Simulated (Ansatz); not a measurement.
InAs: tetragonal deformation path

Theory: Ansatz, DFT PBE, scalar-relativistic, plane waves, PAW. The runs took a 420 eV cutoff, a Γ-centred 16×16×16 mesh and Gaussian smearing (0.15 eV). No spin polarisation. Energies are free energies at this smearing, counted from the undisturbed cell; pressure is positive in compression.

Reference structure (as given, not relaxed at this level; it stands at 3.9 GPa):

```yaml
crystal:
  lattice:
    - [0.00000, 3.02400, 3.02400]
    - [3.02400, 0.00000, 3.02400]
    - [3.02400, 3.02400, 0.00000]
  atoms:
    - { symbol: In, position: [0.00000, 0.00000, 0.00000] }
    - { symbol: As, position: [0.75000, 0.75000, 0.75000] }
```

At fixed volume and fractional coordinates, lengths along (0.000, 0.000, 1.000) are scaled against those across it; ρ is that ratio over its starting value.

```csv
ρ,ΔE (meV/atom)
0.707,130.6
0.850,37.6
1.000,0.0
1.200,78.4
1.414,302.2
```

**Question.** Predict the pressure (GPa) at each point.

**Answer.**
| ρ | pressure (GPa) |
| --- | --- |
| 0.707 | 1.2 |
| 0.850 | 3.3 |
| 1.000 | 3.9 |
| 1.200 | 3.3 |
| 1.414 | 2.5 |